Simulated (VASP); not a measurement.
A run of VASP 6.6.1 is set up as follows.

The input INCAR:

```
SYSTEM = V
PREC = Accurate
ENCUT = 600
EDIFF = 1E-7
ISMEAR = 0
SIGMA = 0.1
LREAL = .False.
LASPH = .True.
NELM = 100
ALGO = Normal
ISIF = 3
LWAVE = .False.
LCHARG = .False.
GGA = PE
IBRION = 2
NSW = 90
EDIFFG = -0.04
```

KPOINTS

```
regular mesh
0
Gamma
  9 9 9
  0 0 0
```

The input POSCAR:

```
V
1.0
    2.0846512442      1.2035739570      0.8928118947
   -2.0846512442      1.2035739570      0.8928118947
    0.0000000000     -2.4071479140      0.8928118947
V
1
Direct
    0.0000000000      0.0000000000      0.0000000000
```

Potentials or basis: VASP PAW PBE potentials, release 64 (V_sv).

Launch:

```bash
$ cat potpaw_PBE.64/V_sv/POTCAR > POTCAR
$ mpirun -np 1 vasp_std > vasp.out
```

(1) What does it give for the band gap on the k mesh?

## Answers

(1) none (metal or under the smearing width).

Caveat: the relaxation stopped at its first step, so nothing moved.
